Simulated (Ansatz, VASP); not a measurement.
# Se in VASP and in Ansatz

Contents of INCAR:

```
SYSTEM = Se
PREC = Accurate ; ENCUT = 520
EDIFF = 1E-6 ; ISMEAR = -1
SIGMA = 0.08 ; LREAL = .FALSE.
LASPH = .TRUE. ; NELM = 80
ALGO = Normal ; ISIF = 2
LWAVE = .FALSE. ; LCHARG = .FALSE.
GGA = PE ; NBANDS = 9
```

File KPOINTS:

```
regular mesh
0
G
  17 17 17
  0 0 0
```

The input POSCAR:

```
Se
1.0
   -1.2987063916      1.2987063916      1.2987063916
    1.2987063916     -1.2987063916      1.2987063916
    1.2987063916      1.2987063916     -1.2987063916
Se
1
Direct
    0.0000000000      0.0000000000      0.0000000000
```

Input for Ansatz:

```yaml
crystal:
  lattice:
    - [-1.2987063916, 1.2987063916, 1.2987063916]
    - [1.2987063916, -1.2987063916, 1.2987063916]
    - [1.2987063916, 1.2987063916, -1.2987063916]
  atoms:
    - { symbol: Se, position: [0.0, 0.0, 0.0] }
kpoints:
  mp_grid: { grid: [17, 17, 17] }
scf:
  occupations: { method: fermi_dirac, width: 0.08 }
hamiltonian:
  xc: pbe
  pseudopotentials: { kind: paw }
output:
  forces: true
  stress: true
  eigenvalues: true
basis:
  ecutwfc: 1000
```

Change from the starting cell: volume scaled by 0.43, PAW files, ecut 1000.

Alike in both runs: task single point; functional PBE; k mesh 17 × 17 × 17; occupations fermi-dirac, width 0.08 eV; no spin polarisation.

|  | VASP | Ansatz |
| --- | --- | --- |
| version | VASP 6.6.1 | Ansatz 0.2.0 |
| potentials or method | VASP PAW PBE potentials, release 64 (Se) | PAW with Ansatz's default frozen-core files, scalar-relativistic |
| plane-wave cutoff (eV) | 520 | 1000 |
| valence electrons in the cell | 6 | 16 |

Ansatz gave:

| Quantity | Value |
| --- | --- |
| pressure (GPa) | 384.2 |

**Question.** Which values does VASP return?

**Answer.** Pressure (GPa): 391.9.

The two sets of potentials don't hold the same shells in valence.

Caveats: the cell as given lies far from equilibrium; so large a pressure means that the cell lies far from this level's equilibrium, or that cutoff or potentials fall short (VASP).
